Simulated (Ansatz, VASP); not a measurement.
## One calculation of HfO2, two programs

INCAR

```
ALGO     = Normal         # electronic algorithm
EDIFF    = 1E-6           # SCF threshold, eV
EDIFFG   = -0.01          # ionic threshold
ENCUT    = 980            # plane-wave cutoff, eV
GGA      = PE             # functional
IBRION   = 2              # ionic algorithm
ISIF     = 3              # what is computed and relaxed
ISMEAR   = -1             # smearing method
LASPH    = T              # aspherical terms in the spheres
LCHARG   = F              # write CHGCAR
LREAL    = F              # projectors in reciprocal space
LWAVE    = F              # write WAVECAR
NELM     = 100            # most SCF steps
NSW      = 40             # ionic steps
PREC     = Accurate       # precision mode
SIGMA    = 0.05           # smearing width, eV
```

File KPOINTS:

```
k-points
0
Gamma
  6 6 8
```

The input POSCAR:

```
HfO2
1.0
    4.8135329900      0.0000000000      0.0000000000
    0.0000000000      4.8135329900      0.0000000000
    0.0000000000      0.0000000000      3.2054154100
Hf O
2 4
Direct
    0.5000000000      0.5000000000      0.5000000000
    0.0000000000      0.0000000000      0.0000000000
    0.8050448800      0.1949551200      0.5000000000
    0.6949551200      0.6949551200      0.0000000000
    0.3050448800      0.3050448800      0.0000000000
    0.1949551200      0.8050448800      0.5000000000
```

File input.yaml:

```yaml
crystal:
  lattice:
    - [4.81353299, 0.0, 0.0]
    - [0.0, 4.81353299, 0.0]
    - [0.0, 0.0, 3.20541541]
  atoms:
    - { symbol: Hf, position: [0.5, 0.5, 0.5] }
    - { symbol: Hf, position: [0.0, 0.0, 0.0] }
    - { symbol: O, position: [0.80504488, 0.19495512, 0.5] }
    - { symbol: O, position: [0.69495512, 0.69495512, 0.0] }
    - { symbol: O, position: [0.30504488, 0.30504488, 0.0] }
    - { symbol: O, position: [0.19495512, 0.80504488, 0.5] }
hamiltonian:
  xc: pbe
  pseudopotentials: { kind: paw }
kpoints:
  mp_grid: { grid: [6, 6, 8] }
scf:
  occupations: { method: fermi_dirac, width: 0.05 }
output:
  forces: true
  stress: true
  eigenvalues: true
relax:
  f_tol: 0.01
  max_steps: 40
  cell: { stress_tol: 0.05 }
```

Measurements of this composition are mostly on another form, of space group No. 14.

Alike in both runs: task relaxation of cell and atoms; functional PBE; k mesh 6 × 6 × 8; occupations fermi-dirac, width 0.05 eV; no spin polarisation.

|  | VASP | Ansatz |
| --- | --- | --- |
| version | VASP 6.6.1 | Ansatz 0.2.0 |
| potentials or method | VASP PAW PBE potentials, release 64 (Hf_pv, O_h) | Ansatz PAW |
| plane-wave cutoff (eV) | 980 | 420 |
| valence electrons in the cell | 44 | 76 |

```tsv
	VASP	Ansatz	Ansatz less VASP
gap on the k mesh at the Fermi level, each at its own relaxed structure (eV)	3.91	3.90	-0.005
relaxed volume (Å³/atom)	12.69	12.85	+0.164
relaxed cell length with the largest relative difference (Å)	4.859	4.880	+0.0213
energy change over the relaxation (meV/atom)	-5	-12	-6.7
```

The two sets of potentials don't hold the same shells in valence.

Caveats: spin-orbit coupling is left out, which moves the levels of the heavy elements; the plane-wave basis is chosen anew once the cell has moved, so the energies of steps on either side of that aren't comparable (Ansatz); the pressure holds a Pulay correction of +0.7 GPa for the finite cutoff (Ansatz). A k mesh can miss the band edges. Expect the measured gap to be larger: semilocal functionals such as PBE lack the derivative discontinuity.
